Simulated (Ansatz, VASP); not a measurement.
# KF: VASP beside Ansatz, part 2 of 2

One calculation is typed for both programs; each brings its own data sets. How far apart do they land? Of the first pair: The structure shown is the start of the Ansatz relaxation below; VASP solves that cell, so the two are compared at the walk's first step.

VASP 6.6.1 and Ansatz 0.2.0.

So far. Step 3 (VASP: single point, LDA, start cell, pair 1): The run ends at a pressure of -0.84 GPa, with forces up to 0.25 eV/Å.

## (5) Ansatz: relaxation, LDA

Level of this step: Ansatz beside VASP: Kohn-Sham DFT, plane waves, LDA (Ansatz).

This run makes the geometry at which the two programs are then compared.

The structure compared here is the end of the Ansatz relaxation.

The input, input.yaml:

```yaml
crystal:
  lattice:
    - [2.675, 2.675, 0.0]
    - [-2.675, 2.675, 0.0]
    - [0.0, 0.0, 15.675]
  atoms:
    - { symbol: F, position: [0.5, 0.5, 0.414673] }
    - { symbol: F, position: [0.0, 0.0, 0.585327] }
    - { symbol: K, position: [0.0, 0.0, 0.414673] }
    - { symbol: K, position: [0.5, 0.5, 0.585327] }
  periodic: [true, true, false]
kpoints:
  mp_grid: { grid: [6, 6, 1] }
hamiltonian:
  xc: lda
  pseudopotentials: { kind: paw, azcp: { folder: soft_1 }, xc_functional: pbe }
scf:
  occupations: { method: gaussian, width: 0.02 }
output:
  forces: true
  stress: true
  eigenvalues: true
  write_density: true
  write_potential: true
  elf: true
  volumetric_format: npy
relax:
  adjacent_minimum: "off"
  f_tol: 0.005
  max_steps: 80
  cell: { stress_2d_tol: 0.02 }
```

Command:

```console
$ ansatz run input.yaml --threads 8 --pin off --max-ram 16384MiB --backend cpu --events-out ev --progress --plain --runs-dir out
```

Numbers of over 12 decimals in the logs are rounded to 6 here.

The log of the run:

```text
[...]
Crystal: 4 atoms, lattice volume = 417.173 Å³
Basis set: ecut = 420 eV, 8089 PW (Γ)
Bands: 20, of which v1, the nominal top of the filled ones, is band 16 counted from 1 (15 counted from 0)
Symmetry: 16 space group operations
[...]
k-points: 10 of 36
[...]
--- Relaxed structure (6 steps of the walk, 6 accepted, 2 SCFs on fresh bases) ---
[...]
cell:  # Å, volume = 374.2075 Å³
    - [2.533506, 2.533506, 0.0]
    - [-2.533506, 2.533506, 0.0]
    - [0.0, 0.0, 29.150003]
  atoms:
    - { symbol: F, position: [0.500000, 0.500000, 0.226274] }
    - { symbol: F, position: [0, 0, 0.311462] }
    - { symbol: K, position: [0, 0, 0.224212] }
    - { symbol: K, position: [0.500000, 0.500000, 0.313523] }
[key lines of the parts left out:]
SCF converged after 5 iterations
Free energy (F): -4585.135342 eV
Fermi energy:    -3.599500 eV
P = ½ c Tr σ = -0.0168 N/m
```

## (6) VASP: single point, LDA, relaxed cell, pair 2

The same cell, functional (in two slightly different forms), mesh and smearing now go to VASP, with its own data sets.

The input, INCAR:

```
SYSTEM = KF
PREC = Accurate
ENCUT = 520
EDIFF = 1E-06
NELM = 120
ISMEAR = 0
SIGMA = 0.02
LREAL = .FALSE.
ALGO = Normal
GGA = CA
NBANDS = 22
LORBIT = 11
LWAVE = .FALSE.
LCHARG = .FALSE.
ISIF = 2
LDIPOL = .TRUE.
IDIPOL = 3
DIPOL = 0.5 0.5 0.269
LVHAR = .TRUE.
LASPH = .TRUE.
GGA_COMPAT = .FALSE.
EFERMI = MIDGAP
NELMDL = -8
KPAR = 2
```

The input, POSCAR:

```
KF
1.0
    2.5335058851      2.5335058851      0.0000000000
   -2.5335058851      2.5335058851      0.0000000000
    0.0000000000      0.0000000000     29.1500029000
F K
2 2
Direct
    0.5000000000      0.5000000000      0.2262735718
    0.0000000000      0.0000000000      0.3114622237
    0.0000000000      0.0000000000      0.2242124991
    0.5000000000      0.5000000000      0.3135232964
```

The input, KPOINTS:

```
Automatic mesh
0
Gamma
6 6 1
0 0 0
```

The projector-augmented-wave data sets are F and K_sv (LDA family, release 64).

Command:

```console
$ mpirun -np 2 vasp_std
```

The log of the run:

```text
[... set-up lines as in an earlier step ...]
 entering main loop
       N       E                     dE             d eps       ncg     rms          rms(c)
DAV:   1     0.299711119495E+03    0.29971E+03   -0.13270E+04   536   0.108E+03
DAV:   2     0.167858567808E+02   -0.28293E+03   -0.27437E+03   670   0.316E+02
DAV:   3    -0.183531739143E+02   -0.35139E+02   -0.34980E+02   558   0.102E+02
DAV:   4    -0.210993382631E+02   -0.27462E+01   -0.27375E+01   732   0.237E+01
[...]
DAV:  24    -0.177132826702E+02   -0.85600E-05   -0.74503E-08   322   0.207E-03    0.753E-04
DAV:  25    -0.177132872851E+02   -0.46149E-05   -0.63372E-08   304   0.162E-03    0.286E-04
DAV:  26    -0.177132881182E+02   -0.83311E-06   -0.12811E-08   310   0.834E-04
   1 F= -.17713288E+02 E0= -.17713288E+02  d E =0.000000E+00
```

OUTCAR, selected parts (step 6):

```text
  Total        0.1244935      0.1244935      0.0183160      0.0000000     -0.0000000      0.0000000
  in kB        0.5330217      0.5330217      0.0784202      0.0000000     -0.0000000      0.0000000
  external PRESSURE =       0.3814879 kB  Pullay stress =       0.0000000 kB

 POSITION                                       TOTAL-FORCE (eV/Angst)
 -----------------------------------------------------------------------------------
      0.00000      2.53351      6.59588         0.000000      0.000000     -0.015459
      0.00000      0.00000      9.07912        -0.000000     -0.000000      0.015459
      0.00000      0.00000      6.53579         0.000000      0.000000     -0.024977
      0.00000      2.53351      9.13920        -0.000000     -0.000000      0.024977
 -----------------------------------------------------------------------------------
    total drift:                               -0.000000      0.000000      0.000132

  FREE ENERGIE OF THE ION-ELECTRON SYSTEM (eV)
  ---------------------------------------------------
  free  energy   TOTEN  =       -17.7132881182 eV

  energy  without entropy=      -17.7132881182  energy(sigma->0) =      -17.71328812

[... 1 part as in an earlier step ...]

[... 2 further parts left out ...]
[key lines of the parts left out:]
E-fermi :  -2.9419
```

The run ends at a pressure of 0.04 GPa, with forces up to 0.025 eV/Å.

## (7) Differences

Compared:

```tsv
quantity	Ansatz	VASP	difference
gap on the k mesh (eV)	5.477	5.464	+0.013
```

At this near-relaxed geometry the largest component of a force difference is 26 meV/Å. A gap on the mesh is an upper bound, since the band edges may lie between its points. With vacuum in the cell, a pressure given here is an average over mostly empty space and none of the material.

## (8) Ansatz: relaxation, LDA

This run makes the geometry at which the two programs are then compared.

The structure compared here is the end of the Ansatz relaxation.

input.yaml, the sections that differ from step 5:

```yaml
crystal:
  lattice:
    - [2.5335058851, 2.5335058851, 0.0]
    - [-2.5335058851, 2.5335058851, 0.0]
    - [0.0, 0.0, 29.1500029]
  atoms:
    - { symbol: F, position: [0.5, 0.5, 0.2262735718] }
    - { symbol: F, position: [0.0, 0.0, 0.3114622237] }
    - { symbol: K, position: [0.0, 0.0, 0.2242124991] }
    - { symbol: K, position: [0.5, 0.5, 0.3135232964] }
  periodic: [true, true, false]
kpoints:
  mp_grid: { grid: [8, 8, 1] }
scf:
  occupations: { method: fixed }
relax:
  adjacent_minimum: "off"
  f_tol: 0.001
  max_steps: 60
  cell: { stress_2d_tol: 0.002 }
# hamiltonian, output: as in step 5
```

Command:

```console
$ ansatz run input.yaml --threads 8 --pin off --max-ram 16384MiB --backend cpu --events-out ev --progress --plain --runs-dir out
```

The log of the run:

```text
[...]
Crystal: 4 atoms, lattice volume = 374.207 Å³
Basis set: ecut = 420 eV, 7269 PW (Γ)
Bands: 20, of which v1, the nominal top of the filled ones, is band 16 counted from 1 (15 counted from 0)
Symmetry: 16 space group operations
[...]
k-points: 15 of 64
[...]
--- Relaxed structure (3 steps of the walk, 3 accepted, 1 SCFs on fresh bases) ---
[...]
cell:  # Å, volume = 374.0511 Å³
    - [2.532977, 2.532977, 0.0]
    - [-2.532977, 2.532977, 0.0]
    - [0.0, 0.0, 29.1500029]
  atoms:
    - { symbol: F, position: [0.5, 0.5, 0.226284] }
    - { symbol: F, position: [0, 0, 0.311452] }
    - { symbol: K, position: [0, 0, 0.224211] }
    - { symbol: K, position: [0.5, 0.5, 0.313525] }
[key lines of the parts left out:]
SCF converged after 6 iterations
Free energy (F): -4585.135405 eV
Fermi energy:    -6.336834 eV
P = ½ c Tr σ = -0.0010 N/m
```

## (9) VASP: single point, LDA, relaxed cell, pair 3

The same cell, functional (in two slightly different forms) and mesh now go to VASP, with its own data sets.

Edit INCAR of step 6 so:

```diff
@@ -6,3 +6,3 @@
 ISMEAR = 0
-SIGMA = 0.02
+SIGMA = 0.01
 LREAL = .FALSE.
```

The input, POSCAR:

```
KF
1.0
    2.5329765977      2.5329765977      0.0000000000
   -2.5329765977      2.5329765977      0.0000000000
    0.0000000000      0.0000000000     29.1500029000
F K
2 2
Direct
    0.5000000000      0.5000000000      0.2262840388
    0.0000000000      0.0000000000      0.3114517567
    0.0000000000      0.0000000000      0.2242109614
    0.5000000000      0.5000000000      0.3135248341
```

The input, KPOINTS:

```
Automatic mesh
0
Gamma
8 8 1
0 0 0
```

Command:

```console
$ mpirun -np 2 vasp_std
```

The log of the run:

```text
[... set-up lines as in an earlier step ...]
 entering main loop
       N       E                     dE             d eps       ncg     rms          rms(c)
DAV:   1     0.297256178194E+03    0.29726E+03   -0.13288E+04   804   0.108E+03
DAV:   2     0.204343884250E+02   -0.27682E+03   -0.26583E+03   982   0.318E+02
DAV:   3    -0.188697518582E+02   -0.39304E+02   -0.39128E+02   904   0.106E+02
DAV:   4    -0.210967121107E+02   -0.22270E+01   -0.22203E+01  1040   0.231E+01
[...]
DAV:  25    -0.177131470055E+02   -0.38016E-05   -0.34271E-08   462   0.113E-03    0.361E-04
DAV:  26    -0.177131489479E+02   -0.19425E-05   -0.21105E-08   468   0.859E-04    0.245E-04
DAV:  27    -0.177131493482E+02   -0.40026E-06   -0.56099E-09   480   0.589E-04
   1 F= -.17713149E+02 E0= -.17713149E+02  d E =0.000000E+00
```

Parts of OUTCAR (step 9):

```text
  Total        0.1375607      0.1375607      0.0215116      0.0000000      0.0000000     -0.0000000
  in kB        0.5892153      0.5892153      0.0921410      0.0000000      0.0000000     -0.0000000
  external PRESSURE =       0.4235238 kB  Pullay stress =       0.0000000 kB

 POSITION                                       TOTAL-FORCE (eV/Angst)
 -----------------------------------------------------------------------------------
      0.00000      2.53298      6.59618        -0.000000     -0.000000     -0.016458
      0.00000      0.00000      9.07882         0.000000      0.000000      0.016458
      0.00000      0.00000      6.53575        -0.000000     -0.000000     -0.025403
      0.00000      2.53298      9.13925         0.000000      0.000000      0.025403
 -----------------------------------------------------------------------------------
    total drift:                                0.000000     -0.000000      0.000102

  FREE ENERGIE OF THE ION-ELECTRON SYSTEM (eV)
  ---------------------------------------------------
  free  energy   TOTEN  =       -17.7131493482 eV

  energy  without entropy=      -17.7131493482  energy(sigma->0) =      -17.71314935

[... 3 further parts left out ...]
[key lines of the parts left out:]
E-fermi :  -2.9405
```

The run ends at a pressure of 0.04 GPa, with forces up to 0.025 eV/Å.

## (10) Comparison

What differs besides the data sets and the points named for the pairs above, as far as they apply: fixed occupations in Ansatz, narrow Gaussian smearing in VASP. Total energies have different zeros and are not compared.

The two programs side by side:

```tsv
quantity	Ansatz	VASP	difference
gap on the k mesh (eV)	5.477	5.465	+0.012
```

At this near-relaxed geometry the largest component of a force difference is 26 meV/Å. A gap on the mesh is an upper bound, since the band edges may lie between its points. With vacuum in the cell, a pressure given here is an average over mostly empty space and none of the material.

## (11) Results

```yaml
r_m_s_force_difference_single_point_lda_start_cell_pair_1: 7.3 meV/Å
r_m_s_force_difference_single_point_lda_relaxed_cell_pair_2: 12 meV/Å
r_m_s_force_difference_single_point_lda_relaxed_cell_pair_3: 12 meV/Å
```

What this shows: The r.m.s. force difference is 12 meV/Å (single point, LDA, relaxed cell, pair 3), at about the 12 meV/Å picked in this series as the mark of a large difference. What causes the difference of the single point, LDA, relaxed cell, pair 2 pair stays open here. What causes the difference of the single point, LDA, relaxed cell, pair 3 pair stays open here. Such differences can come from data sets, numerical settings and the points named under the comparisons, not from the functional's error against experiment.

[Lines on the potential files, build, host, timing and source positions are cut from VASP's logs without a mark.]

[Logs are printed without paths, hosts, clocks, repeated set-up lines and the standing remarks that a program may print on its own settings, such as how far it seeks lower states.]

[Hosts, paths, dates, database ids (printed as entryN), source tags and the programs' standing remarks are cut or masked in the printed files.]
